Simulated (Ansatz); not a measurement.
## Pressure series in GeO2

The parent structure is GeO2 (space group P3_121, No. 152; a = 5.093 Å, c = 5.768 Å).

Cell and atoms are relaxed at each pressure.

Method: Ansatz (a quantum-chemistry and plane-wave program) PBE, no SOC.

Notes on the quantities. enthalpy: H = E + PV relative to the base's energy.

```tsv
case	band gap	gap character	enthalpy	lattice parameter a
base	3.22 eV	indirect, K → Γ	–	5.093 Å
pressure −1 GPa	3.16 eV	indirect, K → Γ	-0.09 eV/atom	5.150 Å
pressure 18 GPa	(withheld)	(withheld)	+1.37 eV/atom	(withheld)
pressure 30 GPa	3.22 eV	indirect, K–Γ (62 % along) → Γ	+2.13 eV/atom	4.358 Å
pressure 45 GPa	3.04 eV	direct at Γ	+3.00 eV/atom	4.251 Å
pressure 60 GPa	2.83 eV	direct at Γ	+3.81 eV/atom	4.188 Å
```

Task: Complete the table.

Result: 
- pressure 18 GPa, band gap: 3.32 eV
- pressure 18 GPa, gap character: indirect, k = (0.125, 1/4, 0) in the run's primitive reciprocal basis → Γ
- pressure 18 GPa, lattice parameter a: 4.511 Å

Load acts through the strain it causes; cell and atoms are relaxed under it. Whether these cells are dynamically stable was not tested. No other phases were tried under pressure.
